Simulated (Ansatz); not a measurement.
Stackings of close-packed layers of ZnS (tetrahedral net, letters for double layers), each relaxed to a stress under 0.05 GPa; h and k mark layers whose two neighbours have the same or different letters; energies count from the stacking AB (P6_3mc).

These are results of DFT PBEsol, scalar-relativistic, plane waves, PAW in Ansatz 0.2.0, not measurements.

Cutoff 420 eV, Gaussian smearing of 0.02 eV, energies at zero smearing, symmetry of each start kept, no spin polarisation.

```csv
start,atoms,k mesh,excess energy (meV/atom),spacing of like layers (Å),a (Å),gap on the mesh (eV)
ABC (kkk),6,12×12×4,-2.6,3.092,3.788,2.08
ABABCBC (khhkhhk),14,12×12×2,-1.2,3.098,3.785,2.13
ABCBACB (hkhkkkk),14,12×12×2,-1.9,3.096,3.786,2.10
ABCACBAC (kkkhkkkh),16,12×12×2,-2.0,3.095,3.786,2.10
```

Cost: 4 runs of about 37 core-minutes in all, on Intel Xeon Processor @ 2.50GHz (Skylake/Cascade Lake) (shared hosts).